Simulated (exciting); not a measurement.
The Be K edge of atom 2 in BeS, space group F-43m, with 4 S at 2.10 Å (tetrahedral, site symmetry -43m), was computed at 4 levels: exchange and screened direct term (singlet BSE), exchange term alone (RPA), independent particles and screened direct term alone. Common settings: exciting, all-electron LAPW+lo, PBEsol, 6×6×6 shifted k points, 13 conduction bands, |G+q| up to 3 bohr⁻¹, full RPA screening with nempty = 32, Lorentzian half width 0.45 eV.

Energy from the Kohn–Sham onset, core level to the lowest empty state found on the meshes used; all runs on one relative scale:

| E (eV) | run 1 | run 2 | run 3 | run 4 |
| --- | --- | --- | --- | --- |
| -4.5 | 0.01 | 0.01 | 0.03 | 0.03 |
| -4.0 | 0.01 | 0.01 | 0.03 | 0.04 |
| -3.5 | 0.01 | 0.01 | 0.04 | 0.05 |
| -3.0 | 0.01 | 0.01 | 0.05 | 0.08 |
| -2.5 | 0.01 | 0.01 | 0.07 | 0.11 |
| -2.0 | 0.02 | 0.01 | 0.11 | 0.18 |
| -1.5 | 0.02 | 0.02 | 0.20 | 0.36 |
| -1.0 | 0.02 | 0.02 | 0.43 | 0.92 |
| -0.5 | 0.03 | 0.03 | 1.02 | 1.69 |
| 0.0 | 0.05 | 0.04 | 1.21 | 1.28 |
| 0.5 | 0.08 | 0.06 | 1.09 | 0.92 |
| 1.0 | 0.13 | 0.10 | 0.83 | 0.65 |
| 1.5 | 0.19 | 0.14 | 0.61 | 0.47 |
| 2.0 | 0.28 | 0.21 | 0.45 | 0.37 |
| 2.5 | 0.39 | 0.30 | 0.39 | 0.33 |
| 3.0 | 0.43 | 0.34 | 0.34 | 0.30 |
| 3.5 | 0.48 | 0.40 | 0.32 | 0.29 |
| 4.0 | 0.44 | 0.39 | 0.31 | 0.29 |
| 4.5 | 0.38 | 0.35 | 0.32 | 0.29 |
| 5.0 | 0.36 | 0.33 | 0.32 | 0.29 |
| 5.5 | 0.35 | 0.32 | 0.30 | 0.27 |
| 6.0 | 0.35 | 0.32 | 0.28 | 0.26 |
| 6.5 | 0.33 | 0.31 | 0.29 | 0.27 |
| 7.0 | 0.33 | 0.31 | 0.28 | 0.25 |
| 7.5 | 0.32 | 0.30 | 0.27 | 0.25 |
| 8.0 | 0.33 | 0.31 | 0.25 | 0.23 |
| 8.5 | 0.32 | 0.31 | 0.25 | 0.23 |
| 9.0 | 0.30 | 0.29 | 0.27 | 0.25 |
| 9.5 | 0.28 | 0.27 | 0.28 | 0.25 |
| 10.0 | 0.28 | 0.27 | 0.29 | 0.27 |
| 10.5 | 0.28 | 0.26 | 0.32 | 0.28 |
| 11.0 | 0.32 | 0.29 | 0.29 | 0.25 |
| 11.5 | 0.38 | 0.34 | 0.25 | 0.21 |
| 12.0 | 0.42 | 0.39 | 0.22 | 0.18 |
| 12.5 | 0.38 | 0.37 | 0.23 | 0.20 |
| 13.0 | 0.36 | 0.35 | 0.23 | 0.19 |
| 13.5 | 0.42 | 0.40 | 0.19 | 0.16 |
| 14.0 | 0.44 | 0.45 | 0.16 | 0.14 |
| 14.5 | 0.42 | 0.45 | 0.15 | 0.13 |
| 15.0 | 0.34 | 0.38 | 0.15 | 0.13 |
| 15.5 | 0.31 | 0.34 | 0.15 | 0.13 |
| 16.0 | 0.31 | 0.34 | 0.15 | 0.13 |
| 16.5 | 0.32 | 0.34 | 0.14 | 0.11 |
| 17.0 | 0.32 | 0.36 | 0.12 | 0.10 |
| 17.5 | 0.29 | 0.33 | 0.13 | 0.11 |

The database entry behind the starting cell differs from later determinations by our own check (0.1 to 0.3 % short, probably kX units), so it need not match the best structure at ambient conditions.

**Question.** Which run is which, and why?

Run 1: independent particles; highest local maximum in the window at 3.5 eV. Run 2: exchange term alone (RPA); highest local maximum in the window at 14.3 eV. Run 3: exchange and screened direct term (singlet BSE); highest local maximum in the window at 0.1 eV. Run 4: screened direct term alone; highest local maximum in the window at -0.5 eV. The attractive direct term pulls weight down: the curves pass 0.18 at 1.5, 1.9, -1.5 and -1.9 eV in the order of the runs. Exchange is repulsive: the centre of weight of the curve lies at 4.8 eV with it and at 4.0 eV without it. Fine structure above the first lines is partly noise of the 216-point mesh. Exchange alone moves the bare spectrum by 11 % r.m.s., towards higher energy.

[Hosts, paths, dates, database ids (printed as entryN), source tags and the programs' standing remarks are cut or masked in the printed files.]
